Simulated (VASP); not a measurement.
# BaTe (I4/mmm) in VASP: further runs, part 2 of 2

VASP 6.6.1. Earlier steps stand in the parts before.

**3. Single point, PBEsol (strain -0.050 along x and y, -0.050 along z, atoms carried along)**

The input, INCAR:

```
ALGO = Normal
EDIFF = 1E-6
ENCUT = 520
GGA = PS
ISIF = 2
ISMEAR = 0
LASPH = True
LCHARG = False
LREAL = False
LWAVE = False
NBANDS = 15
NELM = 100
PREC = Accurate
SIGMA = 0.05
```

The input, KPOINTS:

```
k-points
0
Gamma
  8 8 8
```

The input, POSCAR:

```
BaTe
1.0
    0.0000000000      3.2978275349      3.2978275349
    3.2978275349      0.0000000000      3.2978275349
    3.2978275349      3.2978275349      0.0000000000
Ba Te
1 1
Direct
    0.0000000000      0.0000000000      0.0000000000
    0.5000000000      0.5000000000      0.5000000000
```

Potentials or basis: VASP PAW PBE potentials, release 64 (Ba_sv, Te).

Command:

```bash
cat potpaw_PBE.64/Ba_sv/POTCAR potpaw_PBE.64/Te/POTCAR > POTCAR
mpirun -np 1 vasp_std > vasp.out
```

OUTCAR:

```text
EDIFF = 1E-6
   ENCUT = 520
   GGA = PS
   ISIF = 2
   ISMEAR = 0
   LASPH = True
   LREAL = False
   NELM = 100
   PREC = Accurate

 ion  position               nearest neighbor table
   1  0.000  0.000  0.000-   2 3.30   2 3.30   2 3.30   2 3.30   2 3.30   2 3.30
   2  0.500  0.500  0.500-   1 3.30   1 3.30   1 3.30   1 3.30   1 3.30   1 3.30

  LATTYP: Found a face centered cubic cell.
 ALAT       =     6.5956550698

  Lattice vectors:

 A1 = (   0.0000000000,   3.2978275349,   3.2978275349)
 A2 = (   3.2978275349,   0.0000000000,   3.2978275349)
 A3 = (   3.2978275349,   3.2978275349,   0.0000000000)

Analysis of symmetry for initial positions (statically):
=====================================================================
 Subroutine PRICEL returns:
 Original cell was already a primitive cell.

 Routine SETGRP: Setting up the symmetry group for a
 face centered cubic supercell.

 Subroutine GETGRP returns: Found 48 space group operations
 (whereof 48 operations were pure point group operations)
 out of a pool of 48 trial point group operations.

The static configuration has the point symmetry O_h .

Analysis of symmetry for dynamics (positions and initial velocities):
[... 178 lines left out ...]
     10       6.0787      0.00000
     11       6.0787      0.00000
     12       6.9187      0.00000
     13       6.9402      0.00000
     14       6.9402      0.00000
[... 401 lines left out ...]
      2      -9.1310      2.00000
      3      -8.5405      2.00000
      4      -8.4516      2.00000
      5      -5.5441      2.00000
      6       1.1334      2.00000
      7       2.0785      2.00000
      8       2.1229      2.00000
      9       7.0715      0.00000
     10       7.4059      0.00000
     11       9.0051      0.00000
     12       9.4619      0.00000
     13      10.1209      0.00000
     14      10.9485      0.00000
     15      12.1261      0.00000

 [... further k-points ...]

------------------------ aborting loop because EDIFF is reached ----------------------------------------

  FORCE on cell =-STRESS in cart. coord.  units (eV):
  Direction    XX          YY          ZZ          XY          YZ          ZX
  --------------------------------------------------------------------------------------
  -------------------------------------------------------------------------------------
  Total        3.3769129      3.3769129      3.3769129      0.0000000      0.0000000     -0.0000000
  in kB       75.4252269     75.4252269     75.4252269      0.0000000      0.0000000     -0.0000000
  external PRESSURE =      75.4252269 kB  Pullay stress =       0.0000000 kB

 VOLUME and BASIS-vectors are now :
 -----------------------------------------------------------------------------
  energy-cutoff  :      520.00
  volume of cell :       71.73
      direct lattice vectors                 reciprocal lattice vectors
     0.000000000  3.297827535  3.297827535    -0.151614963  0.151614963  0.151614963
     3.297827535  0.000000000  3.297827535     0.151614963 -0.151614963  0.151614963
     3.297827535  3.297827535  0.000000000     0.151614963  0.151614963 -0.151614963

 POSITION                                       TOTAL-FORCE (eV/Angst)
 -----------------------------------------------------------------------------------
      0.00000      0.00000      0.00000        -0.000000      0.000000      0.000000
      3.29783      3.29783      3.29783         0.000000     -0.000000     -0.000000
 -----------------------------------------------------------------------------------
    total drift:                                0.000000      0.000000      0.000000

  FREE ENERGIE OF THE ION-ELECTRON SYSTEM (eV)
  ---------------------------------------------------
  free  energy   TOTEN  =        -8.9306047745 eV

  energy  without entropy=       -8.9306047745  energy(sigma->0) =       -8.93060477
```

OSZICAR:

```text
N       E                     dE             d eps       ncg     rms          rms(c)
DAV:   1     0.770484678003E+02    0.77048E+02   -0.64284E+03   870   0.900E+02
DAV:   2    -0.480670419539E+01   -0.81855E+02   -0.74938E+02  1150   0.162E+02
DAV:   3    -0.895231265706E+01   -0.41456E+01   -0.41205E+01  1209   0.370E+01
DAV:   4    -0.903176119660E+01   -0.79449E-01   -0.79429E-01  1052   0.524E+00
DAV:   5    -0.903405924627E+01   -0.22980E-02   -0.22980E-02  1244   0.702E-01    0.500E+00
DAV:   6    -0.894329133544E+01    0.90768E-01   -0.79198E-02  1010   0.152E+00    0.323E+00
DAV:   7    -0.893044894325E+01    0.12842E-01   -0.73019E-02  1066   0.154E+00    0.677E-01
DAV:   8    -0.893038434726E+01    0.64596E-04   -0.83562E-03   968   0.537E-01    0.186E-01
DAV:   9    -0.893054750315E+01   -0.16316E-03   -0.33160E-04  1066   0.133E-01    0.484E-02
DAV:  10    -0.893059746997E+01   -0.49967E-04   -0.32696E-05  1095   0.372E-02    0.149E-02
DAV:  11    -0.893060565932E+01   -0.81893E-05   -0.15140E-05  1031   0.234E-02    0.153E-02
DAV:  12    -0.893060477453E+01    0.88479E-06   -0.18704E-06  1080   0.819E-03
   1 F= -.89306048E+01 E0= -.89306048E+01  d E =-.173669E-15
```

stdout:

```text
POSCAR found type information on POSCAR BaTe
 POSCAR found :  2 types and       2 ions
 scaLAPACK will be used
 -----------------------------------------------------------------------------
|                                                                             |
|                                                                             |
|     You enforced a specific xc type in the INCAR file but a different       |
|     I HOPE YOU KNOW WHAT YOU ARE DOING!                                     |
|                                                                             |
 -----------------------------------------------------------------------------

 LDA part: xc-table for (Slater+PW92), standard interpolation
 POSCAR, INCAR and KPOINTS ok, starting setup
 FFT: planning ... GRIDC
 FFT: planning ... GRID_SOFT
 FFT: planning ... GRID
 WAVECAR not read
 entering main loop
```

Wall time 27 s (1 thread of Intel Xeon Platinum 8488C (Sapphire Rapids), shared host); peak memory 0.22 GiB.

What came out:

* Free energy: -8.9306 eV
* Pressure: 7.5 GPa
* Band gap on the k mesh: 0.94 eV, indirect (least direct gap 1.29 eV)

Caveat: the PAW data sets were made with another functional, which shifts forces and pressure a little; spin-orbit coupling is left out, which moves the levels of the heavy elements.

**4. Single point, PBEsol (strain -0.050 along x and y, +0.000 along z, atoms carried along)**

The input, INCAR:

```
PREC = Accurate
ENCUT = 520
EDIFF = 1E-6
ISMEAR = 0
SIGMA = 0.05
LREAL = F
LASPH = T
NELM = 100
ALGO = Normal
ISIF = 2
LWAVE = F
LCHARG = F
GGA = PS
NBANDS = 15
```

The input, KPOINTS:

```
regular mesh
0
Gamma
  8 8 8
```

The input, POSCAR:

```
BaTe
1.0
    0.0000000000      3.2978275349      3.4713974052
    3.2978275349      0.0000000000      3.4713974052
    3.2978275349      3.2978275349      0.0000000000
Ba Te
1 1
Direct
    0.0000000000      0.0000000000      0.0000000000
    0.5000000000      0.5000000000      0.5000000000
```

Command:

```bash
cat potpaw_PBE.64/Ba_sv/POTCAR potpaw_PBE.64/Te/POTCAR > POTCAR
mpirun -np 1 vasp_std > vasp.out
```

Wall time 61 s (1 thread of Intel Xeon Platinum 8488C (Sapphire Rapids), shared host); peak memory 0.25 GiB.

It converged, with:

```yaml
Free_energy: -9.0268 eV
Pressure: 5.0 GPa
Band_gap_on_the_k_mesh: 1.02 eV, indirect (least direct gap 1.36 eV)
```

Stress tensor (GPa, compression positive):
```
6.83 0.00 0.00
0.00 6.83 0.00
0.00 0.00 1.26
```

Levels at points of the mesh, in eV from the valence-band top:
```csv
k point,band 6,band 7,band 8,band 9,band 10,band 11
"(0.00, 0.00, 0.00)",-0.21,0.00,0.00,2.43,2.79,2.79
"(0.50, 0.00, 0.00)",-2.74,-1.52,-1.52,4.15,4.92,4.96
"(0.50, 0.50, 0.00)",-1.42,-0.34,-0.34,1.02,4.46,5.11
"(0.50, 0.00, 0.50)",-1.13,-0.58,-0.40,1.02,4.44,5.16
```

Caveat: the PAW data sets were made with another functional, which shifts forces and pressure a little; spin-orbit coupling is left out, which moves the levels of the heavy elements. A k mesh can miss the band edges.

**5. Overview**

```tsv
cell	gap on the mesh (eV)	pressure (GPa)
strain -0.050 along x and y, +0.050 along z, atoms carried along	1.10	3.4
strain -0.050 along x and y, -0.050 along z, atoms carried along	0.94	7.5
strain -0.050 along x and y, +0.000 along z, atoms carried along	1.02	5.0
```

Alike in all rows: task single point; level PBEsol; potentials or basis VASP PAW PBE potentials, release 64 (Ba_sv, Te); no spin polarisation; k mesh 8 × 8 × 8; cutoff (eV) 520; smearing gaussian 0.05 eV.

Caveats: the PAW data sets were made with another functional, which shifts forces and pressure a little; spin-orbit coupling is left out, which moves the levels of the heavy elements.

Absolute energies hang on the potentials; compare differences alone.
